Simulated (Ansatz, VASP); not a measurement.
Given: the input of a run of VASP 6.6.1 on NiO. 

The input INCAR:

```
  PREC = Accurate
  ENCUT = 520
  EDIFF = 1E-6
  ISMEAR = 0
  SIGMA = 0.013000000000000001
  LREAL = False
  LASPH = True
  NELM = 100
  ALGO = Fast
  ISIF = 2
  LWAVE = False
  LCHARG = False
  ISPIN = 2
  MAGMOM = 1 0
  LORBIT = 11
  LMAXMIX = 4
  GGA = PE
```

KPOINTS

```
Automatic mesh
0
Gamma
  11 11 11
```

The input POSCAR:

```
NiO
1.0
    0.0000000000      2.0859016414      2.0859016414
    2.0859016414      0.0000000000      2.0859016414
    2.0859016414      2.0859016414      0.0000000000
Ni O
1 1
Direct
    0.0000000000      0.0000000000      0.0000000000
    0.5000000000      0.5000000000      0.5000000000
```

Potentials or basis: VASP PAW PBE potentials, release 64 (Ni, O).

Command:

```sh
$ cat potpaw_PBE.64/Ni/POTCAR potpaw_PBE.64/O/POTCAR > POTCAR
$ mpirun -np 1 vasp_std > vasp.out
```

Task: Set up the same calculation for Ansatz 0.2.0. Potentials or basis there: all-electron LAPW, scalar-relativistic.

Result: As run (cutoffs and basis follow the program's own potentials, and thresholds, step limits or extra output files can differ):

Contents of input.yaml:

```yaml
crystal:
  lattice:
    - [0.0, 2.0859016414, 2.0859016414]
    - [2.0859016414, 0.0, 2.0859016414]
    - [2.0859016414, 2.0859016414, 0.0]
  atoms:
    - { symbol: Ni, position: [0.0, 0.0, 0.0], spin: 1.0 }
    - { symbol: O, position: [0.5, 0.5, 0.5] }
kpoints:
  mp_grid: { grid: [11, 11, 11] }
scf:
  occupations: { method: gaussian, width: 0.013 }
hamiltonian:
  xc: pbe
  pseudopotentials: { kind: all_electron, lapw: { basis_error: 0.001 } }
magnetization:
  spin_polarized: true
output:
  forces: true
  stress: true
  eigenvalues: true
```

Potentials or basis: all-electron LAPW, scalar-relativistic.

The run is started by

```bash
$ ansatz run input.yaml --threads 2 --pin off --max-ram 6144MiB --backend cpu --events-out ev --progress --plain --runs-dir out
```

Both were run:

|  | VASP | Ansatz |
| --- | --- | --- |
| Pressure | 6.1 GPa | 6.6 GPa |
| Net moment | 1.78 μB per cell | 1.81 μB per cell |

Where Ansatz's input types no cutoff or centring, it takes its own default and a Γ-centred mesh.

The magnetic state is the one that the start led to; the real crystal's order can differ.

Pressure is positive in compression.
